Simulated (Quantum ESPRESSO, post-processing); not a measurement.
# 2H-MoTe2, 1 layer, stepped through the share of short-range exact exchange, part 2 of 2

What law, if any, do the results for 2H-MoTe2, 1 layer follow against the share of short-range exact exchange?

Quantum ESPRESSO 7.5; plane-wave DFT, PBE, SG15 norm-conserving pseudopotentials.

So far. Step 2 (Variable-cell relaxation of the reference):  The last row is no step: it is a fresh SCF in the final cell with a new plane-wave basis, -0 meV from the row before.

## 3. Self-consistent run, 0

The self-consistent run of this member.

Level of this step: plane-wave DFT, PBE, SG15 norm-conserving pseudopotentials (Quantum ESPRESSO 7.5).

Contents of m0.scf.in:

```
&control
  prefix = 'm0.scf'
  outdir = './out'
  pseudo_dir = './pseudo'
  calculation = 'scf'
  tprnfor = .true.
/
&system
  ibrav = 0
  nat = 3
  ntyp = 2
  ecutwfc = 60
  ecutrho = 240
  occupations = 'fixed'
  nbnd = 26
/
&electrons
  conv_thr = 1e-08
  mixing_beta = 0.6
  electron_maxstep = 120
/
ATOMIC_SPECIES
  Te  127.6000  Te_ONCV_PBE-1.2.upf
  Mo  95.9500  Mo_ONCV_PBE-1.2.upf
CELL_PARAMETERS angstrom
  3.56641350300000 0.00000000000000 0.00000000000000
  -1.78320675100000 3.08860469400000 0.00000000000000
  0.00000000000000 0.00000000000000 18.77410263100000
ATOMIC_POSITIONS crystal
  Te  0.333333333300 0.666666666700 0.403499750100
  Mo  0.000000000000 0.000000000000 0.500000000000
  Te  0.333333333300 0.666666666700 0.596500249900
K_POINTS automatic
  9 9 1 0 0 0
```

Started as:

```sh
OMP_NUM_THREADS=1 mpirun -n 4 pw.x -nk 4 -in m0.scf.in > m0.scf.out
```

The log of the run:

```text
[banner, memory and clock lines left out]
Program PWSCF v.7.5 starts
[citation notice left out]

[...]
Message from routine setup:
[...]
bravais-lattice index     =            0
     lattice parameter (alat)  =       6.7395  a.u.
     unit-cell volume          =    1395.5642 (a.u.)^3
     number of atoms/cell      =            3
     number of atomic types    =            2
     number of electrons       =        46.00
     number of Kohn-Sham states=           26
     kinetic-energy cutoff     =      60.0000  Ry
     charge density cutoff     =     240.0000  Ry
     scf convergence threshold =      1.0E-08
     mixing beta               =       0.6000
     number of iterations used =            8  plain     mixing
     Exchange-correlation= PBE
                           (   1   4   3   4   0   0   0)

[...]
PseudoPot. # 1 for Te read from file:
     ./pseudo/Te_ONCV_PBE-1.2.upf
     Pseudo is Norm-conserving, Zval = 16.0
     Generated using ONCVPSP code by D. R. Hamann
     Using radial grid of  602 points,  6 beta functions with:
                l(1) =   0
                l(2) =   0
                l(3) =   1
                l(4) =   1
                l(5) =   2
                l(6) =   2

     PseudoPot. # 2 for Mo read from file:
     ./pseudo/Mo_ONCV_PBE-1.2.upf
     Pseudo is Norm-conserving, Zval = 14.0
     Generated using ONCVPSP code by D. R. Hamann
     Using radial grid of  602 points,  6 beta functions with:
                l(1) =   0
                l(2) =   0
                l(3) =   1
                l(4) =   1
                l(5) =   2
                l(6) =   2

     atomic species   valence    mass     pseudopotential
     Te               16.00   127.60000     Te( 1.00)
     Mo               14.00    95.95000     Mo( 1.00)

     12 Sym. Ops. (no inversion) found

[...]
number of k points=    12
[...]
Dense  grid:    87655 G-vectors     FFT dimensions: (  36,  36, 180)

     Initial potential from superposition of free atoms

     starting charge      45.8317, renormalised to      46.0000

     negative rho (up, down):  2.915E-04 0.000E+00
     Starting wfcs are random

     per-process dynamical memory:    66.5 Mb

     Self-consistent Calculation

     iteration #  1     ecut=    60.00 Ry     beta= 0.60
     Davidson diagonalization with overlap
     ethr =  1.00E-02,  avg # of iterations = 12.5

     Threshold (ethr) on eigenvalues was too large:
     Diagonalizing with lowered threshold

     Davidson diagonalization with overlap
     ethr =  6.75E-04,  avg # of iterations =  2.5

     negative rho (up, down):  7.977E-06 0.000E+00

     total energy              =    -486.56302901 Ry
     estimated scf accuracy    <       0.34691479 Ry

     iteration #  2     ecut=    60.00 Ry     beta= 0.60
[...]
total energy              =    -486.35996951 Ry
     estimated scf accuracy    <       3.82000754 Ry

     iteration #  3     ecut=    60.00 Ry     beta= 0.60
[...]
total energy              =    -486.77032830 Ry
     estimated scf accuracy    <       0.00446561 Ry

     iteration #  4     ecut=    60.00 Ry     beta= 0.60
[...]
total energy              =    -486.77127380 Ry
     estimated scf accuracy    <       0.00181241 Ry

     iteration #  5     ecut=    60.00 Ry     beta= 0.60
[...]
total energy              =    -486.77150872 Ry
     estimated scf accuracy    <       0.00006736 Ry

     iteration #  6     ecut=    60.00 Ry     beta= 0.60
[...]
total energy              =    -486.77152024 Ry
     estimated scf accuracy    <       0.00003638 Ry

     iteration #  7     ecut=    60.00 Ry     beta= 0.60
[...]
total energy              =    -486.77152453 Ry
     estimated scf accuracy    <       0.00000150 Ry

     iteration #  8     ecut=    60.00 Ry     beta= 0.60
[...]
total energy              =    -486.77152478 Ry
     estimated scf accuracy    <       0.00000033 Ry

     iteration #  9     ecut=    60.00 Ry     beta= 0.60
[...]
total energy              =    -486.77152484 Ry
     estimated scf accuracy    <       0.00000005 Ry

     iteration # 10     ecut=    60.00 Ry     beta= 0.60
[...]
End of self-consistent calculation

          k = 0.0000 0.0000 0.0000 ( 10953 PWs)   bands (ev):

   -59.0734 -34.8952 -34.8952 -34.8858 -34.8858 -34.8246 -34.8246 -34.8142
   -34.8142 -34.8002 -34.7917 -33.1983 -33.0844 -33.0844 -10.8381  -9.9117
    -3.1997  -0.0214   0.0333   0.0333   0.7963   0.7963   1.2397   4.6691
     4.6691   4.9213

          k = 0.0000 0.1283 0.0000 ( 10993 PWs)   bands (ev):

   -59.0726 -34.8942 -34.8928 -34.8873 -34.8837 -34.8255 -34.8250 -34.8171
   -34.8144 -34.7993 -34.7906 -33.1914 -33.0985 -33.0870 -10.6757  -9.7990
    -3.0205  -0.3336  -0.3257   0.1666   0.5834   0.9068   1.2146   4.0858
     4.1085   4.5893

[...]
highest occupied, lowest unoccupied level (ev):     1.6674    2.7311

!    total energy              =    -486.77152485 Ry
     estimated scf accuracy    <          5.6E-10 Ry

     The total energy is the sum of the following terms:
     one-electron contribution =   -2163.20804393 Ry
     hartree contribution      =    1076.92943497 Ry
     xc contribution           =     -52.71170599 Ry
     ewald contribution        =     652.21879010 Ry

     convergence has been achieved in  10 iterations

     Forces acting on atoms (cartesian axes, Ry/au):

     atom    1 type  1   force =    -0.00000000   -0.00000000    0.00264936
     atom    2 type  2   force =     0.00000000    0.00000000    0.00000000
     atom    3 type  1   force =     0.00000000    0.00000000   -0.00264936

     Total force =     0.003747     Total SCF correction =     0.000008

[...]
```

Elapsed: 21 s, on 4 MPI ranks of Arm Neoverse V1, shared host; peak memory 0.48 GiB; 84 s of CPU time.

This step gave:

```
free energy                          : -6622.8640 eV
valence top, on the run's zero       : 1.667 eV
conduction bottom, on the run's zero : 2.731 eV
gap by band count                    : 1.064 eV
```

## 4. Potential by pp.x, 0

plot_num = 11 writes the bare and Hartree potential, from which vacuum levels or, in a crystal, the mean potential are read.

Contents of m0.pot.in:

```
&inputpp
  prefix = 'm0.scf'
  outdir = './out'
  filplot = 'm0.pot.dat'
  plot_num = 11
/
```

Started as:

```sh
OMP_NUM_THREADS=1 mpirun -n 4 pp.x -in m0.pot.in > m0.pot.out
```

The log of the run:

```text
[banner, memory and clock lines left out]
Program POST-PROC v.7.5 starts

          URL

     ./out/m0.scf.save/

     IMPORTANT: XC functional enforced from input :
     Exchange-correlation= PBE
                           (   1   4   3   4   0   0   0)
     Any further DFT definition will be discarded
     Please, verify this is what you really want

     Calling punch_plot, plot_num =  11
     Writing data to file  m0.pot.dat
     Message from routine chdens:
     namelist plot not found or invalid, exiting
```

Run time: 0.75 s. Hardware: 4 MPI ranks; peak memory 0.09 GiB.

Numbers from this step:

* potential in the middle of the vacuum, over the valence top: 4.900 eV

Electrostatic potential energy of an electron; zero at the highest filled level of the SCF mesh. The potential energy, planar mean by z:

```tsv
z (Å)	potential energy, planar mean (eV)
0.0	4.90
0.5	4.90
1.0	4.90
1.5	4.90
2.0	4.90
2.5	4.90
3.0	4.90
3.5	4.90
4.0	4.90
4.5	4.89
5.0	4.85
5.5	4.70
6.0	4.09
6.5	1.65
7.0	-6.04
7.5	-16.2
8.0	-10.3
8.5	-4.06
9.0	-12.4
9.5	-19.1
10.0	-6.55
10.5	-5.47
11.0	-14.8
11.5	-12.5
12.0	-1.73
12.5	3.17
13.0	4.47
13.5	4.79
14.0	4.87
14.5	4.89
15.0	4.90
15.5	4.90
16.0	4.90
16.5	4.90
17.0	4.90
17.5	4.90
18.0	4.90
18.5	4.90
```

## 5. Ground state, 0.1

Level of this step: plane-wave DFT, screened hybrid with 0.1 exact exchange, SG15 norm-conserving pseudopotentials (Quantum ESPRESSO 7.5). input_dft overrides the functional of the files.

m1.scf.in is the input of step 3 with these lines changed:

```diff
@@ -1,3 +1,3 @@
 &control
-  prefix = 'm0.scf'
+  prefix = 'm1.scf'
   outdir = './out'
@@ -15,2 +15,8 @@
   nbnd = 26
+  input_dft = 'hse'
+  exx_fraction = 0.1
+  nqx1 = 3
+  nqx2 = 3
+  nqx3 = 1
+  ecutfock = 60
 /
```

Started as:

```sh
OMP_NUM_THREADS=1 mpirun -n 4 pw.x -nk 4 -in m1.scf.in > m1.scf.out
```

The log of the run:

```text
[banner, memory and clock lines left out]
Program PWSCF v.7.5 starts
[...]
Message from routine setup:
[...]
number of electrons       =        46.00
     number of Kohn-Sham states=           26
     kinetic-energy cutoff     =      60.0000  Ry
     charge density cutoff     =     240.0000  Ry
[...]
number of k points=    12
[...]
Dense  grid:    87655 G-vectors     FFT dimensions: (  36,  36, 180)
[...]
negative rho (up, down):  2.915E-04 0.000E+00
     Starting wfcs are random
[...]
negative rho (up, down):  7.977E-06 0.000E+00
[...]
estimated scf accuracy    <       0.34691479 Ry
[...]
estimated scf accuracy    <       3.82000754 Ry
[...]
estimated scf accuracy    <       0.00446561 Ry
[...]
estimated scf accuracy    <       0.00181241 Ry
[...]
estimated scf accuracy    <       0.00006736 Ry
[...]
estimated scf accuracy    <       0.00003638 Ry
[...]
estimated scf accuracy    <       0.00000150 Ry
[...]
estimated scf accuracy    <       0.00000033 Ry
[...]
estimated scf accuracy    <       0.00000005 Ry
[...]
highest occupied, lowest unoccupied level (ev):     1.6674    2.7311
!    total energy              =    -486.77152485 Ry
     estimated scf accuracy    <          5.6E-10 Ry
     convergence has been achieved in  10 iterations
[...]
estimated scf accuracy    <       0.01075437 Ry
[...]
estimated scf accuracy    <       0.13461214 Ry
[...]
estimated scf accuracy    <       0.00005200 Ry
[...]
estimated scf accuracy    <       0.00004121 Ry
[...]
estimated scf accuracy    <       0.00000153 Ry
[...]
estimated scf accuracy    <       0.00000032 Ry
[...]
highest occupied, lowest unoccupied level (ev):     1.4542    2.7345
!    total energy              =    -486.21284638 Ry
     estimated scf accuracy    <          2.5E-09 Ry
     convergence has been achieved in   7 iterations
[...]
estimated scf accuracy    <       0.00003645 Ry
[...]
estimated scf accuracy    <       0.00041992 Ry
[...]
estimated scf accuracy    <       0.00000031 Ry
[...]
estimated scf accuracy    <       0.00000009 Ry
[...]
highest occupied, lowest unoccupied level (ev):     1.4478    2.7345
!    total energy              =    -486.21297004 Ry
     estimated scf accuracy    <          3.8E-09 Ry
     convergence has been achieved in   5 iterations
[...]
estimated scf accuracy    <       0.00000006 Ry
[...]
estimated scf accuracy    <       0.00000033 Ry
[...]
estimated scf accuracy    <       0.00000001 Ry
[...]
highest occupied, lowest unoccupied level (ev):     1.4464    2.7340
!    total energy              =    -486.21297149 Ry
     estimated scf accuracy    <          7.3E-10 Ry
     convergence has been achieved in   4 iterations
[...]
highest occupied, lowest unoccupied level (ev):     1.4461    2.7338
!    total energy              =    -486.21297152 Ry
     estimated scf accuracy    <          2.3E-09 Ry
     convergence has been achieved in   1 iterations
[...]
!!   total energy              =    -486.21297152 Ry
[...]
Total force =     0.018952     Total SCF correction =     0.000186
[...]
```

Wall time 2.5 min (4 MPI ranks); peak memory 4.1 GiB; 9.9 min of CPU time.

Read from the output:

* free energy: -6615.2645 eV
* valence top, on the run's zero: 1.446 eV
* conduction bottom, on the run's zero: 2.734 eV
* gap by band count: 1.288 eV

## 6. SCF with pw.x, 0.3

Level of this step: plane-wave DFT, screened hybrid with 0.3 exact exchange, SG15 norm-conserving pseudopotentials (Quantum ESPRESSO 7.5). input_dft overrides the functional of the files.

m5.scf.in is the input of step 5 with these lines changed:

```diff
@@ -1,3 +1,3 @@
 &control
-  prefix = 'm1.scf'
+  prefix = 'm5.scf'
   outdir = './out'
@@ -16,3 +16,3 @@
   input_dft = 'hse'
-  exx_fraction = 0.1
+  exx_fraction = 0.3
   nqx1 = 3
```

Started as:

```sh
OMP_NUM_THREADS=1 mpirun -n 4 pw.x -nk 4 -in m5.scf.in > m5.scf.out
```

The log of the run:

```text
[banner, memory and clock lines left out]
Program PWSCF v.7.5 starts
[...]
Message from routine setup:
[...]
number of electrons       =        46.00
     number of Kohn-Sham states=           26
     kinetic-energy cutoff     =      60.0000  Ry
     charge density cutoff     =     240.0000  Ry
[...]
number of k points=    12
[...]
Dense  grid:    87655 G-vectors     FFT dimensions: (  36,  36, 180)
[...]
negative rho (up, down):  2.915E-04 0.000E+00
     Starting wfcs are random
[...]
negative rho (up, down):  7.977E-06 0.000E+00
[...]
estimated scf accuracy    <       0.34691479 Ry
[...]
estimated scf accuracy    <       3.82000754 Ry
[...]
estimated scf accuracy    <       0.00446561 Ry
[...]
estimated scf accuracy    <       0.00181241 Ry
[...]
estimated scf accuracy    <       0.00006736 Ry
[...]
estimated scf accuracy    <       0.00003638 Ry
[...]
estimated scf accuracy    <       0.00000150 Ry
[...]
estimated scf accuracy    <       0.00000033 Ry
[...]
estimated scf accuracy    <       0.00000005 Ry
[...]
highest occupied, lowest unoccupied level (ev):     1.6674    2.7311
!    total energy              =    -486.77152485 Ry
     estimated scf accuracy    <          5.6E-10 Ry
     convergence has been achieved in  10 iterations
[...]
estimated scf accuracy    <       0.06178019 Ry
[...]
estimated scf accuracy    <       0.51451340 Ry
[...]
highest occupied, lowest unoccupied level (ev):     0.9443    2.7456
!    total energy              =    -485.10915559 Ry
     estimated scf accuracy    <          1.6E-09 Ry
     convergence has been achieved in   4 iterations
[...]
estimated scf accuracy    <       0.00000003 Ry
[...]
estimated scf accuracy    <       0.00000006 Ry
[...]
estimated scf accuracy    <       0.00000001 Ry
[...]
highest occupied, lowest unoccupied level (ev):     0.9417    2.7456
!    total energy              =    -485.10915642 Ry
     estimated scf accuracy    <          1.4E-10 Ry
     convergence has been achieved in   4 iterations
[...]
highest occupied, lowest unoccupied level (ev):     0.9404    2.7457
!    total energy              =    -485.10915663 Ry
     estimated scf accuracy    <          7.3E-09 Ry
     convergence has been achieved in   1 iterations
[...]
estimated scf accuracy    <       0.00000004 Ry
[...]
estimated scf accuracy    <       0.00000030 Ry
[...]
highest occupied, lowest unoccupied level (ev):     0.9396    2.7458
!    total energy              =    -485.10915669 Ry
     estimated scf accuracy    <          1.7E-10 Ry
     convergence has been achieved in   3 iterations
[...]
highest occupied, lowest unoccupied level (ev):     0.9390    2.7457
!    total energy              =    -485.10915671 Ry
     estimated scf accuracy    <          3.7E-09 Ry
     convergence has been achieved in   1 iterations
[...]
!!   total energy              =    -485.10915672 Ry
[...]
Total force =     0.049909     Total SCF correction =     0.000406
[...]
```

Elapsed: 4.7 min, on 4 MPI ranks; peak memory 4.1 GiB; 19 min of CPU time.

Numbers from this step:

```
free energy                          : -6600.2463 eV
valence top, on the run's zero       : 0.9390 eV
conduction bottom, on the run's zero : 2.746 eV
gap by band count                    : 1.807 eV
```

## 7. Ground state, 0.4

Level of this step: plane-wave DFT, screened hybrid with 0.4 exact exchange, SG15 norm-conserving pseudopotentials (Quantum ESPRESSO 7.5). input_dft overrides the functional of the files.

m6.scf.in is the input of step 6 with these lines changed:

```diff
@@ -1,3 +1,3 @@
 &control
-  prefix = 'm5.scf'
+  prefix = 'm6.scf'
   outdir = './out'
@@ -16,3 +16,3 @@
   input_dft = 'hse'
-  exx_fraction = 0.3
+  exx_fraction = 0.4
   nqx1 = 3
```

Started as:

```sh
OMP_NUM_THREADS=1 mpirun -n 4 pw.x -nk 4 -in m6.scf.in > m6.scf.out
```

The log of the run:

```text
[banner, memory and clock lines left out]
Program PWSCF v.7.5 starts
[...]
Message from routine setup:
[...]
number of electrons       =        46.00
     number of Kohn-Sham states=           26
     kinetic-energy cutoff     =      60.0000  Ry
     charge density cutoff     =     240.0000  Ry
[...]
number of k points=    12
[...]
Dense  grid:    87655 G-vectors     FFT dimensions: (  36,  36, 180)
[...]
negative rho (up, down):  2.915E-04 0.000E+00
     Starting wfcs are random
[...]
negative rho (up, down):  7.977E-06 0.000E+00
[...]
estimated scf accuracy    <       0.34691479 Ry
[...]
estimated scf accuracy    <       3.82000754 Ry
[...]
estimated scf accuracy    <       0.00446561 Ry
[...]
estimated scf accuracy    <       0.00181241 Ry
[...]
estimated scf accuracy    <       0.00006736 Ry
[...]
estimated scf accuracy    <       0.00003638 Ry
[...]
estimated scf accuracy    <       0.00000150 Ry
[...]
estimated scf accuracy    <       0.00000033 Ry
[...]
estimated scf accuracy    <       0.00000005 Ry
[...]
highest occupied, lowest unoccupied level (ev):     1.6674    2.7311
!    total energy              =    -486.77152485 Ry
     estimated scf accuracy    <          5.6E-10 Ry
     convergence has been achieved in  10 iterations
[...]
estimated scf accuracy    <       0.09116161 Ry
[...]
estimated scf accuracy    <       0.62942578 Ry
[...]
highest occupied, lowest unoccupied level (ev):     0.6650    2.7643
!    total energy              =    -484.56411196 Ry
     estimated scf accuracy    <          7.3E-09 Ry
     convergence has been achieved in   3 iterations
[...]
estimated scf accuracy    <       0.00000013 Ry
[...]
estimated scf accuracy    <       0.00000089 Ry
[...]
highest occupied, lowest unoccupied level (ev):     0.6654    2.7645
!    total energy              =    -484.56411219 Ry
     estimated scf accuracy    <          3.7E-10 Ry
     convergence has been achieved in   3 iterations
[...]
estimated scf accuracy    <       0.00000001 Ry
[...]
estimated scf accuracy    <       0.00000007 Ry
[...]
highest occupied, lowest unoccupied level (ev):     0.6659    2.7650
!    total energy              =    -484.56411231 Ry
     estimated scf accuracy    <          4.0E-11 Ry
     convergence has been achieved in   3 iterations
[...]
highest occupied, lowest unoccupied level (ev):     0.6662    2.7652
!    total energy              =    -484.56411236 Ry
     estimated scf accuracy    <          5.0E-10 Ry
     convergence has been achieved in   1 iterations
[...]
highest occupied, lowest unoccupied level (ev):     0.6664    2.7655
!    total energy              =    -484.56411240 Ry
     estimated scf accuracy    <          8.0E-11 Ry
     convergence has been achieved in   1 iterations
[...]
highest occupied, lowest unoccupied level (ev):     0.6665    2.7655
!    total energy              =    -484.56411242 Ry
     estimated scf accuracy    <          4.0E-10 Ry
     convergence has been achieved in   1 iterations
[...]
!!   total energy              =    -484.56411243 Ry
[...]
Total force =     0.065704     Total SCF correction =     0.000130
[...]
```

The job ended after 6.7 min (4 MPI ranks; peak memory 4.1 GiB).

This step gave:

* free energy: -6592.8306 eV
* valence top, on the run's zero: 0.6665 eV
* conduction bottom, on the run's zero: 2.766 eV
* gap by band count: 2.099 eV

## 8. The series side by side

The series in one table:

```tsv
the share of short-range exact exchange (0.25 is HSE06, 0 is PBE)	gap on the mesh (eV)	vacuum level over the valence top (eV)
0	1.064	4.9
0.1	1.288	5.112
0.15	1.407	5.226
0.2	1.532	5.345
0.25	1.665	5.471
0.3	1.807	5.605
0.4	2.099	5.873
```

## 9. Worked from the printed numbers

A line through all members has gap = 1.034 + 2.589 α eV and misses single members by up to 0.030 eV; a gap of 1.56 eV, 0.5 above the first member's, would need α = (1.56 − 1.034)/2.589 = 0.20.

## 10. Outcome

```yaml
gap_at_a_share_of_0p25_hse06: 1.66 eV
gap_on_the_mesh_at_0_and_at_0p4: 1.06, 2.10 eV
vacuum_level_over_the_valence_top_at_0_and_at_0p4: 4.90, 5.87 eV
```

In words: The series holds 7 members; gap at a share of 0.25 (HSE06): 1.66 eV. From 0 to 0.4 the gap on the mesh rises from 1.06 to 2.10 eV. From 0 to 0.4 the vacuum level over the valence top rises from 4.90 to 5.87 eV. The valence top sinks by 2.44 eV and the gap opens by 2.59 eV per unit share, so the valence top carries 94 % of the opening. Gaps are those of the mesh; no spin-orbit coupling; the q mesh was not tested; the geometry stays that of PBE.

[Logs are printed without paths, hosts, clocks, repeated set-up lines and the standing remarks that a program may print on its own settings, such as how far it seeks lower states.]

[Hosts, paths, dates, database ids (printed as entryN), source tags and the programs' standing remarks are cut or masked in the printed files.]

[Maps of the electrostatic potential energy from Ansatz leave out the sawtooth potential of an applied field or a dipole correction, so their vacuum need not be flat; planar profiles and work functions include it.]
